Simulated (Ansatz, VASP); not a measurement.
**TiAl in VASP and in Ansatz**

INCAR

```
SYSTEM = TiAl
PREC = Accurate
ENCUT = 520
EDIFF = 1E-7
ISMEAR = -1
SIGMA = 0.05
LREAL = .False.
LASPH = .True.
NELM = 60
ALGO = Normal
ISIF = 2
LWAVE = .False.
LCHARG = .False.
GGA = PE
NBANDS = 14
```

The input KPOINTS:

```
regular mesh
0
Gamma
  11 11 6
  0 0 0
```

POSCAR

```
TiAl
1.0
    2.8672622327      0.0000000000      0.0000000000
   -1.4336311163      2.4831219328      0.0000000000
    0.0000000000      0.0000000000      4.6780830000
Ti Al
1 1
Direct
    0.0000000000      0.0000000000      0.0000000000
    0.3333333333      0.6666666667      0.5000000000
```

Contents of input.yaml:

```yaml
crystal:
  lattice:
    - [2.8672622327, 0.0, 0.0]
    - [-1.4336311163, 2.4831219328, 0.0]
    - [0.0, 0.0, 4.678083]
  atoms:
    - { symbol: Ti, position: [0.0, 0.0, 0.0] }
    - { symbol: Al, position: [0.3333333333, 0.6666666667, 0.5] }
kpoints:
  mp_grid: { grid: [11, 11, 6] }
  band_path:
    path:
      - [0.0, 0.0, 0.0]
      - [0.5, 0.0, 0.0]
      - [0.3333333333, 0.3333333333, 0.0]
      - [0.0, 0.0, 0.0]
      - [0.0, 0.0, 0.5]
      - [0.5, 0.0, 0.5]
      - [0.3333333333, 0.3333333333, 0.5]
      - [0.0, 0.0, 0.5]
    npoints: 12
scf:
  occupations: { method: fermi_dirac, width: 0.05 }
hamiltonian:
  xc: pbe
  pseudopotentials: { kind: all_electron, lapw: { basis_error: 0.001 } }
output:
  forces: true
  stress: true
  eigenvalues: true
```

Alike in both runs: functional PBE; k mesh 11 × 11 × 6; occupations fermi-dirac, width 0.05 eV; no spin polarisation.

```csv
,VASP,Ansatz
version,VASP 6.6.1,Ansatz 0.2.0
potentials or method,"VASP PAW PBE potentials, release 64 (Ti_sv, Al)","all-electron LAPW, scalar-relativistic"
plane-wave cutoff (eV),520,see its input
task,single point,band structure
```

Ansatz gave:

```
gap on the k mesh at the Fermi level (eV)       : none
pressure (GPa)                                  : 0.2
largest component of the traceless stress (GPa) : 1.26
```

Problem. Estimate VASP's values.

Solution. gap on the k mesh at the Fermi level (eV): none; pressure (GPa): 0.2; largest component of the traceless stress (GPa): 1.22.

A gap of «none» marks a metal or a gap that the smearing closes. Ansatz ran all-electron here, so the differences hold the error of VASP's frozen core and of both bases.
